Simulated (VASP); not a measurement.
A run of VASP 6.6.1 is set up as follows.

File INCAR:

```
PREC     = Accurate       # precision mode
ENCUT    = 500            # plane-wave cutoff, eV
EDIFF    = 1E-6           # SCF threshold, eV
ISMEAR   = 1              # smearing method
SIGMA    = 0.5            # smearing width, eV
LREAL    = False          # projectors in reciprocal space
LASPH    = True           # aspherical terms in the spheres
NELM     = 120            # most SCF steps
ALGO     = Normal         # electronic algorithm
ISIF     = 2              # what is computed and relaxed
LWAVE    = False          # write WAVECAR
LCHARG   = True           # write CHGCAR
GGA      = PS             # functional
LELF     = True           # ELF
LVHAR    = True         
NBANDS   = 11             # bands
GGA_COMPAT= False
```

The input KPOINTS:

```
regular mesh
0
Gamma
  6 6 6
```

File POSCAR:

```
AlP
1.0
    0.0000000000      2.7392607939      2.7392607939
    2.7392607939      0.0000000000      2.7392607939
    2.7392607939      2.7392607939      0.0000000000
Al P
1 1
Direct
    0.0000000000      0.0000000000      0.0000000000
    0.2500000000      0.2500000000      0.2500000000
```

Potentials or basis: VASP PAW PBE potentials, release 64 (Al, P).

Command:

```console
$ cat potpaw_PBE.64/Al/POTCAR potpaw_PBE.64/P/POTCAR > POTCAR
$ mpirun -np 1 vasp_std > vasp.out
```

(1) Predict the band gap on the k mesh.

(2) Estimate the pressure.

## Answers

(1) 1.46 eV (least direct gap 3.12 eV).

(2) -0.3 GPa.

Caveat: so wide a smearing shifts energies and pressures; the PAW data sets were made with another functional, which shifts forces and pressure a little.

**Experimental background.**

From a printed reference work, data compilation, for a bulk crystal of AlP at 4.2 K: band gap 2.505 eV (indirect).

Against the measured gap of AlP, 2.505 eV (indirect; 4.2 K; a printed reference work, data compilation), the calculated 1.46 eV is off by -1.05 eV. The value is that of PBEsol on a finite k mesh, which can miss the band edges, without temperature or zero-point motion. Semilocal functionals fall short of measured gaps as a rule.
